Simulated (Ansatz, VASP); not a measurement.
**V in VASP and in Ansatz**

```
V
1.0
     2.70732    0.00000    0.00000
    -1.35366    2.34461    0.00000
     0.00000    0.00000    4.83440
V
2
Direct
  0.33333 0.66667 0.25000
  0.66667 0.33333 0.75000
```

Alike in both runs: task single point; functional RPBE; k mesh 15 × 15 × 8; occupations fermi-dirac, width 0.1 eV; no spin polarisation.

|  | VASP | Ansatz |
| --- | --- | --- |
| version | VASP 6.6.1 | Ansatz 0.2.0 |
| potentials or method | VASP PAW PBE potentials, release 64 (V_sv) | plane waves (420 eV) with PAW, scalar-relativistic |
| plane-wave cutoff (eV) | 520 | 420 |
| valence electrons in the cell | 26 | 26 |

```csv
,VASP,Ansatz,Ansatz less VASP
pressure (GPa),-10.5,-10.7,-0.20
largest component of the traceless stress (GPa),0.19,0.21,+0.014
```

Caveats: the PAW data sets were made with another functional, which shifts forces and pressure a little (VASP).
